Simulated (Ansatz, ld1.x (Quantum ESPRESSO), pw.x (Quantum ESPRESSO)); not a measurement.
Au (Z = 79): does the TM potential hold in the solid?

| Property | Result |
| --- | --- |
| Element | gold |
| Generator | ld1.x (Quantum ESPRESSO) 7.5 |
| Type | norm-conserving Troullier–Martins (Kleinman–Bylander form) |
| Functional | PBE |
| Relativity | scalar-relativistic |
| Frozen core | [Xe] 4f14 |
| Valence charge | 11 |
| Reference configuration | 5d10 6s1 6p0 |
| Partial waves | 6p (bound, empty): rc 3.15 bohr; 5d (bound): rc 1.85 bohr; 6s (bound): rc 2.55 bohr |
| Local potential | the s channel |
| Core correction | Bessel-smoothed model core inside 1.85 bohr |

Atomic tests: cutoffs needed: 45 Ry and 70 Ry (the cutoffs (Ry, on a coarse ladder) from which the occupation-weighted sum of valence levels, in a spherical-Bessel basis at the reference potential, stays within 10 and 1 mRy of its value at 400 Ry); ghost test: no extra level below or beside the all-electron valence levels (p, d, s, f tested) (spherical-Bessel basis up to 400 Ry, 20 bohr box); largest excitation error: -1042 meV (all-electron minus pseudo) for 5d7 6s0 6p0, out of 7 test configurations.

Crystal test: diamond Au in pw.x 7.5, no spin, 8³ k-points, Fermi–Dirac smearing 0.01 Ry, cutoffs 85/340 Ry. The reference is all-electron LAPW (Ansatz 0.2.0) with the same functional, mesh and smearing; V0 and B0 come from Birch–Murnaghan fits to the pressures at five volumes. Errors are pseudo minus all-electron; Δ is the rms difference of the E(V) curves that follow from these fits, minima aligned, over ±6 % about the mean V0. Mesh and smearing are coarse, so the numbers serve the comparison and aren't converged zero-temperature values; the lattice is a test structure that the element need not adopt.

All-electron: a0 = 6.160 Å (V0 = 29.22 Å³/atom), B0 = 52.6 GPa.

How far does the potential miss the all-electron equation of state?

mean pressure error (GPa): +1.89; a0 (Å): 6.229; a0 error (%): +1.13; B0 error (%): -5.0; Δ (meV/atom): 11.3. The largest radius (3.15 bohr) exceeds half the bond length (2.52 bohr), so the spheres overlap, which is one possible source of error among others. This is a poor potential for the solid.

```tsv
V (Å³/atom)	P all-electron (GPa)	P pseudo (GPa)
27.723	3.21	5.54
28.452	1.50	3.58
29.182	0.06	1.92
29.912	-1.15	0.52
30.641	-2.18	-0.68
```

At the middle volume, how do free energy and pressure move when the wave cutoff is lowered (ecutrho kept at four times it)?

```tsv
cutoff (Ry)	shift of F (meV/atom)	shift of P (GPa)
38	+562.9	-21.48
51	+16.2	-0.31
68	+8.3	-0.10
```

Input at the middle volume:

```
&control
  calculation='scf', prefix='x', pseudo_dir='./', outdir='./tmp', tstress=.true., disk_io='none'
/
&system
  ibrav=0, nat=2, ntyp=1, ecutwfc=85, ecutrho=340, nbnd=20,
  occupations='smearing', smearing='fd', degauss=0.01
/
&electrons
  conv_thr=1e-09, mixing_beta=0.4, electron_maxstep=70
/
ATOMIC_SPECIES
Au 1.0 Au.UPF
CELL_PARAMETERS angstrom
  0.00000000 3.07873057 3.07873057
  3.07873057 0.00000000 3.07873057
  3.07873057 3.07873057 0.00000000
ATOMIC_POSITIONS crystal
Au 0.0000 0.0000 0.0000
Au 0.2500 0.2500 0.2500
K_POINTS automatic
8 8 8 0 0 0
```

```bash
pw.x < Au.scf.in > Au.scf.out
```

Lines of the output:

```
Message from routine setup:
     using ibrav=0 with symmetry is DISCOURAGED, use correct ibrav instead
     lattice parameter (alat)  =       8.2278  a.u.
     unit-cell volume          =     393.8598 (a.u.)^3
     number of electrons       =        22.00
     number of Kohn-Sham states=           20
     kinetic-energy cutoff     =      85.0000  Ry
     charge density cutoff     =     340.0000  Ry
     scf convergence threshold =      1.0E-09
     Exchange-correlation= PBE
     number of k points=    29  Fermi-Dirac smearing, width (Ry)=  0.0100
     iteration #  1     ecut=    85.00 Ry     beta= 0.40
     total energy              =    -153.34372257 Ry
     estimated scf accuracy    <       0.10722287 Ry
     iteration #  2     ecut=    85.00 Ry     beta= 0.40
     total energy              =    -153.36623919 Ry
     estimated scf accuracy    <       0.00156060 Ry
     iteration #  3     ecut=    85.00 Ry     beta= 0.40
     total energy              =    -153.36643267 Ry
     estimated scf accuracy    <       0.00039979 Ry
     iteration #  4     ecut=    85.00 Ry     beta= 0.40
     total energy              =    -153.36645151 Ry
     estimated scf accuracy    <       0.00001062 Ry
     iteration #  5     ecut=    85.00 Ry     beta= 0.40
     total energy              =    -153.36645211 Ry
     estimated scf accuracy    <       0.00000234 Ry
     iteration #  6     ecut=    85.00 Ry     beta= 0.40
     total energy              =    -153.36645260 Ry
     estimated scf accuracy    <       0.00000029 Ry
     iteration #  7     ecut=    85.00 Ry     beta= 0.40
     total energy              =    -153.36645264 Ry
     estimated scf accuracy    <          6.6E-09 Ry
     iteration #  8     ecut=    85.00 Ry     beta= 0.40
     total energy              =    -153.36645265 Ry
     estimated scf accuracy    <          3.6E-09 Ry
     iteration #  9     ecut=    85.00 Ry     beta= 0.40
     the Fermi energy is     6.6023 ev
!    total energy              =    -153.36645265 Ry
     estimated scf accuracy    <          4.4E-10 Ry
     smearing contrib. (-TS)   =      -0.00384661 Ry
     The total energy is F=E-TS. E is the sum of the following terms:
     one-electron contribution =     -29.60975969 Ry
     hartree contribution      =      33.50595691 Ry
     xc contribution           =     -45.22591999 Ry
     ewald contribution        =    -112.03288326 Ry
     convergence has been achieved in   9 iterations
          total   stress  (Ry/bohr**3)                   (kbar)     P=       19.21
     Message from routine punch:
     Nothing written, as per user request (disk_io='none')
```

The run at the middle volume (29 k-points, 9 iterations) took about 64 s on one core of a shared host (Neoverse-V1, 32 threads, 247 GiB, load 16).
